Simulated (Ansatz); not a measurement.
# PbS: response to strain

Aim: deform PbS (equal xx and yy strain of +3 %) and compute stress, forces and field gradients with LAPW, PAW and all-electron datasets made for the crystal.

Computed with Ansatz 0.2.0 (DFT PBEsol, scalar-relativistic, unless a step's input says otherwise).

## 1. The system as given

Symmetry: C2/m, No. 12, monoclinic system. The conventional cell has a = 5.881 Å, b = 5.800 Å, c = 11.759 Å, α = 90.00°, β = 95.27°, γ = 90.00°. Pb (site symmetry m) is surrounded by 5 S at 2.75 to 2.98 Å. Around S (site symmetry m) lie 5 Pb at 2.75 to 2.98 Å.

Coordinates:

```cif
data_structure
_symmetry_space_group_name_H-M 'C2/m'
_symmetry_Int_Tables_number 12
_cell_length_a 5.8810
_cell_length_b 5.8000
_cell_length_c 11.7590
_cell_angle_alpha 90.000
_cell_angle_beta 95.270
_cell_angle_gamma 90.000
_cell_volume 399.40
loop_
_atom_site_label
_atom_site_type_symbol
_atom_site_symmetry_multiplicity
_atom_site_Wyckoff_symbol
_atom_site_fract_x
_atom_site_fract_y
_atom_site_fract_z
_atom_site_occupancy
Pb1 Pb 4 i 0.27560 0.50000 0.63638 1
S1 S 4 i 0.76840 0.50000 0.59860 1
```

The file gives the conventional cell by its symmetry; the runs use the cell typed in the input.

Atoms are numbered in the order of the input: Pb1, Pb2, S3, S4.

## 2. The deformed structure

Space group C2/m before, C2/m after.

## 3. LAPW, all electrons

Contents of input.yaml:

```yaml
crystal:
  lattice:
    - [3.028715, -2.987, 0.0]
    - [3.028715, 2.987, 0.0]
    - [-1.1124515, 0.0, 11.70929]
  atoms:
    - { symbol: Pb, position: [0.7756, 0.7756, 0.63638] }
    - { symbol: Pb, position: [0.2244, 0.2244, 0.36362] }
    - { symbol: S, position: [0.2684, 0.2684, 0.5986] }
    - { symbol: S, position: [0.7316, 0.7316, 0.4014] }
kpoints:
  mp_grid: { grid: [7, 7, 3] }
  band_path:
    path:
      - [0.0, 0.0, 0.0]
      - [-0.4953556398, 0.4953556398, 0.0]
      - [-0.5046443602, -0.4953556398, 0.0]
      - [-0.5, -0.5, 0.0]
      - [0.0, 0.0, 0.0]
      - [-0.5, -0.5, 0.5]
      - [-0.5165952985, -0.4834047015, 0.5]
      - [-0.4834047015, 0.4834047015, 0.5]
      - [0.0, 0.0, 0.5]
    npoints: 5
scf:
  occupations: { method: fermi_dirac, width: 0.01 }
hamiltonian:
  xc: pbesol
  pseudopotentials: { kind: all_electron, lapw: { basis_error: 0.0005 } }
output:
  forces: true
  stress: true
  eigenvalues: true
```

On the command line:

```console
ansatz run input.yaml --threads 1 --pin off --max-ram 6144MiB --backend cpu --events-out ev --progress --plain --runs-dir out
```

## 4. PAW with frozen cores

Contents of input.yaml:

```yaml
crystal:
  lattice:
    - [3.028715, -2.987, 0.0]
    - [3.028715, 2.987, 0.0]
    - [-1.1124515, 0.0, 11.70929]
  atoms:
    - { symbol: Pb, position: [0.7756, 0.7756, 0.63638] }
    - { symbol: Pb, position: [0.2244, 0.2244, 0.36362] }
    - { symbol: S, position: [0.2684, 0.2684, 0.5986] }
    - { symbol: S, position: [0.7316, 0.7316, 0.4014] }
kpoints:
  mp_grid: { grid: [7, 7, 3] }
scf:
  occupations: { method: fermi_dirac, width: 0.01 }
hamiltonian:
  xc: pbesol
  pseudopotentials: { kind: paw }
output:
  forces: true
  stress: true
  eigenvalues: true
  efg: { contact_densities: true }
```

## 5. All-electron PAW on datasets made for the crystal

Edit input.yaml of step 4 so:

```diff
@@ -16,3 +16,3 @@
   xc: pbesol
-  pseudopotentials: { kind: paw }
+  pseudopotentials: { kind: all_electron, datasets: crystal }
 output:
```

(Steps that only read results are left out.)

Before running it: what results should come out? Wanted: pressure; largest shear or deviatoric stress.

As calculated:

| quantity | value |
| --- | --- |
| pressure | LAPW -2.50, PAW -2.50, crystal datasets -2.50 GPa |
| largest shear or deviatoric stress (LAPW) | 0.32 GPa |

What this shows: The largest part of the stress beyond the pressure is 0.32 GPa in size, in the yy component; the atoms are carried along and not relaxed. No run of the undeformed cell stands beside it, so the pressure holds what the given cell had before the change. PAW: stress within 0.01 GPa of LAPW, forces within 1 meV/Å. Crystal datasets: stress within 0.01 GPa of LAPW, forces within 1 meV/Å. Spin-orbit coupling is left out, though the cell holds Pb; in elements this heavy it can shift bands and gaps by tenths of an eV.

The gaps are Kohn-Sham values of a semilocal functional, not quasiparticle or optical gaps. Such gaps usually fall short of the measured ones; spin-orbit coupling, left out here, narrows gaps with Pb, so the two errors partly cancel.
